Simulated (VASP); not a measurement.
A run of VASP 6.6.1 is set up as follows.

File INCAR:

```
  ALGO = Normal
  DIPOL = 0.5 0.5 0.294
  EDIFF = 1E-7
  ENCUT = 520
  GGA = PE
  IDIPOL = 3
  ISIF = 2
  ISMEAR = 0
  ISPIN = 2
  LASPH = T
  LCHARG = T
  LDIPOL = T
  LELF = T
  LMAXMIX = 4
  LORBIT = 11
  LREAL = F
  LVACPOTAV = T
  LVHAR = T
  LWAVE = F
  MAGMOM = 3
  NELM = 100
  PREC = Accurate
  SIGMA = 0.05
```

Contents of KPOINTS:

```
k-points
0
Gamma
  11 11 1
```

The input POSCAR:

```
Fe
1.0
    2.3111900000      0.0000000000      0.0000000000
    0.0000000000      2.3111900000      0.0000000000
    0.0000000000      0.0000000000     23.8000000000
Fe
1
Direct
    0.0000000000      0.0000000000      0.2941200000
```

Potentials or basis: VASP PAW PBE potentials, release 64 (Fe).

Command:

```sh
$ cat potpaw_PBE.64/Fe/POTCAR > POTCAR
$ mpirun -np 1 vasp_std > vasp.out
```

Estimate the work function of the upper face.

4.66 eV.

Estimate the work function of the lower face.

4.66 eV.

Predict the band gap on the k mesh.

none (metal or under the smearing width).

Predict the net moment.

2.74 μB per cell.
